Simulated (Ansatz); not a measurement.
# SiO₂: a line through an energy map

The task here is to estimate one member of a computed series from the others.

Computed with Ansatz 0.2.0 (DFT LDA, scalar-relativistic, plane waves, PAW, unless a step's input says otherwise).

72 further runs of the same task are left out: 72 set aside as unsound or not needed.

## The starting structure

It takes space group P4_2/mnm (No. 136, tetragonal). Conventional cell: a = 4.155 Å, b = 4.155 Å, c = 2.661 Å, α = 90.00°, β = 90.00°, γ = 90.00°. Si (site symmetry mmm) is surrounded by 6 O at 1.75 to 1.80 Å. Around O (site symmetry m2m) lie 3 Si at 1.75 to 1.80 Å.

Structure file:

```xyz
6
Lattice="4.1552 0.0000 0.0000 0.0000 4.1552 0.0000 0.0000 0.0000 2.6613" Properties=species:S:1:pos:R:3 pbc="T T T"
Si    2.0776    2.0776    1.3307
Si    0.0000    0.0000    0.0000
O     2.8854    2.8854    0.0000
O     0.8079    3.3473    1.3307
O     1.2697    1.2697    0.0000
O     3.3473    0.8079    1.3307
```

It goes back to an entry of the Materials Project, which need not be the stable form.

This cell was relaxed beforehand with the same method: volume 7.66 Å³/atom, gap on the mesh 5.82 eV.

## Plan of the line

The energy is mapped over volume and the cell's shape.

The axes are (1) volume per atom: 11 values from 6.433 to 8.883 Å³; (2) c/a of the conventional cell: 11 values from 0.534 to 0.768.

Nothing else is relaxed (fractional coordinates fixed). Energies count from the relaxed crystal. Points are written as (first, second).

Set-up of the first run:

input.yaml reads:

```yaml
crystal:
  lattice:
    - [4.0659984106, 0.0, 0.0]
    - [0.0, 4.0659984106, 0.0]
    - [0.0, 0.0, 2.3346962874]
  atoms:
    - { symbol: Si, position: [0.5, 0.5, 0.5] }
    - { symbol: Si, position: [0.0, 0.0, 0.0] }
    - { symbol: O, position: [0.6944252994, 0.6944252994, 0.0] }
    - { symbol: O, position: [0.1944252994, 0.8055747006, 0.5] }
    - { symbol: O, position: [0.3055747006, 0.3055747006, 0.0] }
    - { symbol: O, position: [0.8055747006, 0.1944252994, 0.5] }
basis:
  ecutwfc: 520.0
kpoints:
  mp_grid: { grid: [6, 6, 10] }
hamiltonian:
  xc: lda
  pseudopotentials: { kind: paw, azcp: { folder: soft_1 } }
scf:
  occupations: { method: gaussian, width: 0.05 }
output:
  forces: true
  stress: true
  eigenvalues: true
  write_density: true
  write_potential: true
  elf: true
  volumetric_format: npy
```

Run with:

```console
ansatz run input.yaml --threads 2 --pin off --max-ram 4096MiB --backend cpu --events-out ev --progress --plain --runs-dir out
```

Steps of the session up to this table: Point (6.433 Å³, 0.574); Grid point (6.923 Å³, 0.574); Point (7.168 Å³, 0.574); The run at (7.413 Å³, 0.574); Grid point (7.658 Å³, 0.574); The run at (7.903 Å³, 0.574); Point (8.148 Å³, 0.574); The run at (8.393 Å³, 0.574); The run at (8.638 Å³, 0.574).

One of the session's tables, all rows but one given; the rest of the session is left out.

```
volume per atom (Å³)  energy (meV/atom)  slope (meV/atom per Å³)  pressure (GPa)  band gap on the k-mesh (eV)  largest force on an atom (eV/Å)
               6.433                448                     −593              95                         9.09                             1.65
               6.678                321                     −446              71                         8.51                             1.07
               6.923                228                     −321              51                         7.82                             0.56
               7.168                162                     −215              34                         7.16                             0.10
               7.413                  ?                        ?               ?                            ?                                ?
               7.658                100                      −48               8                         5.97                             0.67
               7.903                 97                       18              −3                         5.44                             0.99
               8.148                108                       73             −12                         4.93                             1.29
               8.393                132                      120             −19                         4.46                             1.55
               8.638                166                      160             −26                         4.01                             1.78
               8.883                210                      194             −31                         3.59                             1.99
```

Estimate the missing values for volume per atom (Å³) = 7.413.

Worked estimate for «energy (meV/atom)». A straight line through the neighbours (7.168, 162) and (7.658, 100) gives 162 + (100 − 162) × (7.413 − 7.168) / (7.658 − 7.168) = 131; a parabola fitted to 4 rows on both sides gives 121.

As computed: energy (meV/atom): 121; slope (meV/atom per Å³): −124; pressure (GPa): 20; band gap on the k-mesh (eV): 6.55; largest force on an atom (eV/Å): 0.30. In «energy (meV/atom)» the line misses by +10 and the parabola by +0.

Energies count from the relaxed crystal. Rows without a step come from runs not printed here or follow by symmetry. Slopes come from the forces (and the stress, where the cell changes), not from differences of energies.

The lowest point of the line is at 7.903 Å³, 97 meV/atom from the zero. Energies and slopes round the minimum, fitted together, put the minimum at 7.8332 Å³, with a curvature of about 260 meV/atom per (Å³)². V·d²E/dV² there is about 320 GPa, a bulk modulus under this line's constraint. The highest point computed, at 6.433 Å³, lies 351 meV/atom above the lowest. This is one cut through a surface in two coordinates; the map's lowest point lies off it.

Caveats from the session: These are semilocal Kohn-Sham gaps, which aren't the measured quantity. Warnings in the runs' records: pseudo functional mismatch.
